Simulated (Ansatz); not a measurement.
Molecular dynamics on a 2×2×2 supercell (16 atoms) of PbS (zincblende), relaxed with r2SCAN. Forces come from r2SCAN in Ansatz: a Nosé-Hoover thermostat at fixed volume, 200 K, steps of 1 fs. Classical nuclei, no spin polarisation; a few dozen steps show the first response, not equilibrium. The structure comes from a prototype and may be hypothetical.

```yaml
crystal:
  lattice:
    - [0.0, 6.601955007, 6.601955007]
    - [6.601955007, 0.0, 6.601955007]
    - [6.601955007, 6.601955007, 0.0]
  atoms:
    - { symbol: Pb, position: [0.0, 0.0, 0.0] }
    - { symbol: S, position: [0.125, 0.125, 0.125] }
    - { symbol: Pb, position: [0.0, 0.0, 0.5] }
    - { symbol: S, position: [0.125, 0.125, 0.625] }
    - { symbol: Pb, position: [0.0, 0.5, 0.0] }
    - { symbol: S, position: [0.125, 0.625, 0.125] }
    - { symbol: Pb, position: [0.0, 0.5, 0.5] }
    - { symbol: S, position: [0.125, 0.625, 0.625] }
    - { symbol: Pb, position: [0.5, 0.0, 0.0] }
    - { symbol: S, position: [0.625, 0.125, 0.125] }
    - { symbol: Pb, position: [0.5, 0.0, 0.5] }
    - { symbol: S, position: [0.625, 0.125, 0.625] }
    - { symbol: Pb, position: [0.5, 0.5, 0.0] }
    - { symbol: S, position: [0.625, 0.625, 0.125] }
    - { symbol: Pb, position: [0.5, 0.5, 0.5] }
    - { symbol: S, position: [0.625, 0.625, 0.625] }
kpoints:
  mp_grid: { grid: [2, 2, 2] }
hamiltonian:
  xc: r2scan
scf:
  occupations: { method: fermi_dirac, width: 0.02 }
md:
  ensemble: nvt_nose_hoover
  temperature: 200
  timestep: 1.0
  n_steps: 20
  initial_velocities: maxwell_boltzmann
  seed: 637
```

Command: `ansatz run input.yaml --threads 4 --pin off --max-ram 3686MiB --backend cpu --events-out ev --progress --plain --runs-dir out`. It took 5.2 min on 4 threads of Arm Neoverse V1 (shared host), load about 0.7 per core; peak host memory 3 GiB.

```tsv
step	t (fs)	T (K)	free energy F from step 0 (meV/atom)	kinetic energy (meV/atom)	largest force (eV/Å)
0	0	200	0.0	24.2	0.00
1	1	200	0.0	24.2	0.02
2	2	200	0.1	24.2	0.04
3	3	199	0.1	24.1	0.07
4	4	198	0.2	24.0	0.09
5	5	197	0.3	23.9	0.11
6	6	196	0.5	23.8	0.13
7	7	195	0.6	23.6	0.15
8	8	193	0.8	23.4	0.17
9	9	191	1.1	23.2	0.19
10	10	189	1.3	22.9	0.21
11	11	187	1.6	22.7	0.23
12	12	185	1.8	22.4	0.25
13	13	182	2.1	22.1	0.27
14	14	180	2.4	21.8	0.29
15	15	177	2.8	21.5	0.31
16	16	174	3.1	21.1	0.32
17	17	171	3.5	20.8	0.34
18	18	168	3.9	20.4	0.36
19	19	165	4.2	20.0	0.38
20	20	162	4.6	19.6	0.39
```

The temperature goes from 200 K to 162 K in 20 fs. By the last step the atoms have moved 0.06 Å in the root mean square, the drift of the whole cell taken out, 0.11 Å at most.

Positions (Å) and forces (eV/Å) at step 20:
```
Pb  -0.012   0.015  -0.003     0.053  -0.253  -0.144
S    1.648   1.563   1.596    -0.105   0.291   0.242
Pb   3.282   3.301   0.023     0.058  -0.066  -0.201
S    4.923   4.981   1.611     0.063  -0.050   0.094
Pb   3.322  -0.015   3.288    -0.161  -0.128  -0.007
S    4.928   1.587   4.932     0.025   0.216   0.069
Pb   6.607   3.285   3.304    -0.229   0.206   0.065
S    8.236   4.962   4.963     0.181  -0.112  -0.020
Pb   0.003   3.329   3.323     0.065  -0.259  -0.138
S    1.749   4.931   4.900    -0.093  -0.031   0.147
Pb   3.285   6.618   3.280     0.115   0.060  -0.061
S    4.963   8.212   4.926     0.002   0.182   0.077
Pb   3.307   3.302   6.589    -0.018  -0.113   0.048
S    4.972   4.951   8.224    -0.035  -0.117   0.078
Pb   6.620   6.596   6.631    -0.125   0.047  -0.204
S    8.148   8.274   8.277     0.202   0.126  -0.045
```
